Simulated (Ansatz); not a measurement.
The system is Cl.

```
CELL_PARAMETERS angstrom
3.14500 -2.25000 0.00000
3.14500 2.25000 0.00000
0.00000 0.00000 8.21000
ATOMIC_POSITIONS crystal
Cl 0.37000 0.63000 0.40000
Cl 0.13000 0.87000 0.90000
Cl 0.63000 0.37000 0.60000
Cl 0.87000 0.13000 0.10000
```

| Item | Value |
| --- | --- |
| Program | Ansatz 0.2.0 |
| Task | relaxation of cell and atoms |
| Functional | PBE |
| Dispersion | D4 |
| Potentials or basis | Ansatz PAW |
| Cutoff | 420 eV (not typed: the program's choice for these potentials) |
| k mesh | 7 × 7 × 4 |
| Occupations | fermi-dirac, width 0.05 eV |
| Spin | no spin polarisation |

At the start: volume 29.05 Å³/atom.

Where does the relaxation end?

It ends after 9 steps and the volume is 27.03 Å³/atom (-7.0 %); space group Cmce (No. 64, to 0.05 Å).

Step by step:
```csv
step,energy change (eV),largest force (eV/Å),volume (Å³)
1,0.0000,0.1005,116.19
2,-0.0314,0.1090,111.37
3,-0.0392,0.0258,109.46
4,-0.0467,0.0075,108.09
5,-0.0517,0.0444,107.49
6,-0.0523,0.0022,108.12
7,-0.0524,0.0059,108.13
8,-0.0524,0.0004,108.11
9,-0.0524,0.0005,108.11
```

Final structure:
```yaml
crystal:
  lattice:
    - [3.28361, -2.03511, 0.00000]
    - [3.28361, 2.03511, 0.00000]
    - [0.00000, 0.00000, 8.08883]
  atoms:
    - { symbol: Cl, position: [0.37543, 0.62457, 0.39111] }
    - { symbol: Cl, position: [0.12457, 0.87543, 0.89111] }
    - { symbol: Cl, position: [0.62457, 0.37543, 0.60889] }
    - { symbol: Cl, position: [0.87543, 0.12457, 0.10889] }
```

Caveat: the plane-wave basis is chosen anew once the cell has moved, so the energies of steps on either side of that aren't comparable.
